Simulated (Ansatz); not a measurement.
# A series in volume per atom on Cu

Equation of state of a cubic crystal from periodic Kohn-Sham density functional theory without spin; pressure corrected for the finite basis. The results are calculated, by Ansatz 0.2.0 development build.

Cell of the first row (space group Im-3m, No. 229):
```
CELL_PARAMETERS angstrom
-1.41300 1.41300 1.41300
1.41300 -1.41300 1.41300
1.41300 1.41300 -1.41300
ATOMIC_POSITIONS crystal
Cu 0.00000 0.00000 0.00000
```

Settings of every row: formula Cu; structure type bcc; functional PBE; spin treatment none; k mesh 53x53x53; occupation method fermi-dirac; occupation width 0.061225619 eV; wave cutoff 420 eV; datasets soft-1 PAW; density cutoff ratio 4.

Limits: a cubic model structure, not a phase known at ambient conditions.

```
row  volume per atom (Å³)  pressure (GPa)  energy above lowest point (meV/atom)
  1                11.285               ?                                     ?
  2                11.525           6.179                                  8.75
  3                11.765           2.852                                  2.03
  4                12.005          -0.094                                     0
  5                12.245          -2.704                                  2.14
```

Question: what pressure and energy above lowest point should row 1 give?

Worked fit of pressure. Take u = (V_r/V)^(2/3) − 1 with V_r = 11.885 Å³ an atom, which is twice the finite (Eulerian) strain; such expansions in the strain, on which the Birch-Murnaghan equation of state is built, carry the rest volume and the bulk modulus. The shown rows have u = 0.02072, 0.00679, -0.00668, -0.0197. Least squares give pressure = 1.3346 + 218.999 × u + 712.66 × u² GPa; a straight line predicts inner rows, each left out in turn, worse (root mean square 0.18 against 0.0055 GPa). The rows lie off it by 0.001, -0.002, 0.003, -0.001. The pressure vanishes at u = -0.0062, or V = 12 Å³ an atom, and there the bulk modulus at fixed shape and fractions is B = −V dP/dV = (2/3)(1 + u) dP/du = 139 GPa. The withheld row has u = 0.03514, so the fit gives 1.3346 + 218.999 × (0.03514) + 712.66 × (0.03514)² = 9.910 GPa.

The calculation gave 9.938 GPa. The fit lies 0.028 GPa (0.22 % of the column's range) below it; its largest miss of a shown row is 0.003 GPa. This row lies beyond the range of the fit.

Worked fit of energy above lowest point. Take u = (V_r/V)^(2/3) − 1 with V_r = 11.885 Å³ an atom, which is twice the finite (Eulerian) strain; such expansions in the strain, on which the Birch-Murnaghan equation of state is built, carry the rest volume and the bulk modulus. The shown rows have u = 0.02072, 0.00679, -0.00668, -0.0197. Least squares give energy above lowest point = 0.462 + 151.1 × u + 12004.3 × u² meV/atom; a straight line predicts inner rows, each left out in turn, worse (root mean square 3.1 against 0.026 meV/atom). The rows lie off it by 0.00, -0.01, 0.01, 0.00. Its lowest point lies at u = -0.0063, or V = 12 Å³ an atom, and the curvature there gives the bulk modulus at fixed shape and fractions, B = (4/9)(1 + u)² E″(u)/V = 141 GPa. The withheld row has u = 0.03514, so the fit gives 0.462 + 151.1 × (0.03514) + 12004.3 × (0.03514)² = 20.59 meV/atom.

The calculation gave 20.76 meV/atom. The fit lies 0.17 meV/atom (0.82 % of the column's range) below it; its largest miss of a shown row is 0.01 meV/atom. This row lies beyond the range of the fit.
